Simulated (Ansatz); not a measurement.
**Cu under changes of volume**

One of the cells (11.994 Å³/atom); the others are scaled copies at fixed shape and fractional positions:

```xyz
2
Lattice="1.2185 -3.9764 0.0000 1.2185 3.9764 0.0000 0.0000 0.0000 2.4755" Properties=species:S:1:pos:R:3 pbc="T T T"
Cu    1.2185   -2.9118    1.8566
Cu    1.2185    2.9118    0.6189
```

This isn't the form of Cu at room conditions, which is fcc.

| Quantity | Value |
| --- | --- |
| Program | Ansatz 0.2.0 |
| Functional | PBEsol |
| Potentials or basis | Ansatz PAW |
| Cutoff | 420 eV (not typed: the program's choice for these potentials) |
| k mesh | 11 × 11 × 11 |
| Occupations | fermi-dirac, width 0.05 eV |
| Spin | no spin polarisation |

```csv
volume (Å³/atom),energy over the lowest point (meV/atom),pressure (GPa),largest force (eV/Å)
11.274,15.24,9.0,0.082
11.514,4.85,5.0,0.051
11.754,0.00,1.6,0.022
11.994,0.07,-1.5,0.005
12.234,4.50,-4.3,0.029
12.474,?,?,?
12.714,24.47,-8.8,0.071
```

Task: What does the run at 12.474 Å³/atom give?

Result: Energy over the lowest point 12.78 meV/atom; pressure -6.7 GPa; largest force 0.051 eV/Å.

Worked out: A Birch-Murnaghan fit of order 3 (a polynomial in V^(-2/3)) to the other rows has its minimum at 11.87 Å³/atom with B0 = V·E''(V) = 153 GPa and B' = 5.0 at fixed shape and positions, which overstates the stiffness. It gives 12.78 meV/atom at 12.474 Å³/atom, against the run's 12.78, and -dE/dV = -6.7 GPa, against -6.7.

Energies are extrapolated to zero smearing.

Caveats: the PAW data sets come from PBE, with cores solved anew for the run's functional, which leaves a small shift of forces and pressure.
